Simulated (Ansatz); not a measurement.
Runs of Ansatz 0.2.0 on MnS. It takes space group Fm-3m (No. 225, cubic). Conventional cell: a = 5.209 Å, b = 5.209 Å, c = 5.209 Å, α = 90.00°, β = 90.00°, γ = 90.00°. Around Mn (site symmetry m-3m) lie 6 S at 2.60 Å. S (site symmetry m-3m) is surrounded by 6 Mn at 2.60 Å. 

| task | level | spin | U | cell | cutoff (eV) | smearing | hubbard projectors | double counting | other keys | gap on the mesh (eV) | pressure (GPa) | moment (μB) |
| --- | --- | --- | --- | --- | --- | --- | --- | --- | --- | --- | --- | --- |
| single point | r2SCAN+rVV10+U | collinear, random start | Mn d U = 3 eV | as given | 500 | fermi-dirac 0.05 eV | all-electron-atomic | fll (the default) | - | 1.24 | 4.1 | 5.00 |
| projected density of states | r2SCAN+rVV10+U | collinear, ferromagnetic start | Mn d U = 4 eV | as given | 500 | fermi-dirac 0.01 eV | all-electron-ortho-atomic | amf | - | none | -0.7 | 4.98 |
| electrostatic potential | r2SCAN+U | collinear, ferromagnetic start | Mn d U = 6.2 eV | as given | 500 | methfessel-paxton 0.1 eV | all-electron-atomic | fll (the default) | - | (c) | (b) | 5.00 |
| projected density of states | revPBE+D4+U | collinear, ferromagnetic start | Mn d U = 3 eV | volume scaled by 1.04 | 420 | fermi-dirac 0.025 eV | all-electron-atomic | fll | - | 0.79 | (a) | 5.00 |
| Wannier functions | revPBE+U | collinear, ferromagnetic start | Mn d U = 7.0 eV | as given | 420 | tetrahedron | all-electron-ortho-atomic | amf | scf.mixing.algorithm = anderson; scf.mixing.beta = 0.5 | none | - | 4.91 |

Alike in all rows: potentials or basis Ansatz PAW; k mesh 9 × 9 × 9.

Task: Fill in the values left out.

Result: (a) -2.1; (b) 9.5; (c) 1.39.

Caveats: the magnetic or orbital state may not be the lowest; a cell with one magnetic atom can't hold antiferromagnetic order, which such compounds often take; the PAW data sets come from PBE, with cores solved anew for the run's functional, which leaves a small shift of forces and pressure; odd divisions of the mesh miss points on the zone boundary, where band edges often lie, so the gap on the mesh can be too wide (some runs); pairwise dispersion overbinds metals, which lowers pressure and volume (some runs).

A k mesh can miss the band edges.

A gap of «none» marks a metal or a gap under the smearing width.

Runs at the PBE level aren't shown here.
